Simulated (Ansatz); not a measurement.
**CuO under changes of volume**

One of the cells (11.053 Å³/atom); the others are scaled copies at fixed shape and fractional positions:

```
Cu O
1.0
     1.99097   -2.15355    0.00000
     1.99097    2.15355    0.00000
     0.00000    0.00000    5.15593
Cu O
2 2
Direct
  0.50000 0.00000 0.00000
  0.00000 0.50000 0.50000
  0.50000 0.50000 0.25000
  0.50000 0.50000 0.75000
```

Measurements of this composition are mostly on another form, of space group No. 15.

| Property | Result |
| --- | --- |
| Program | Ansatz 0.2.0 |
| Functional | LDA |
| Potentials or basis | all-electron LAPW, scalar-relativistic |
| Cutoff | 405 eV (chosen from the basis error) |
| Basis error allowed | 0.002 eV/atom |
| k mesh | 9 × 9 × 5 |
| Occupations | fermi-dirac, width 0.05 eV |
| Spin | no spin polarisation |

```tsv
volume (Å³/atom)	energy over the lowest point (meV/atom)	pressure (GPa)
10.390	0.00	-2.2
10.611	5.64	-5.9
10.832	16.08	-9.1
11.053	?	?
11.274	49.21	-14.6
11.496	70.97	-16.9
11.717	95.65	-18.8
```

Problem. What does the run at 11.053 Å³/atom give?

Solution. Energy over the lowest point 30.76 meV/atom; pressure -12.0 GPa.

Worked out: A Birch-Murnaghan fit of order 3 (a polynomial in V^(-2/3)) to the other rows has its minimum at 10.27 Å³/atom, just outside them, with B0 = V·E''(V) = 195 GPa and B' = 4.8 at fixed shape and positions, which overstates the stiffness. It gives 30.76 meV/atom at 11.053 Å³/atom, against the run's 30.76, and -dE/dV = -12.1 GPa, against -12.0.

Energies are extrapolated to zero smearing.

Caveats: the run has no spin polarisation, though such a crystal can be magnetic.
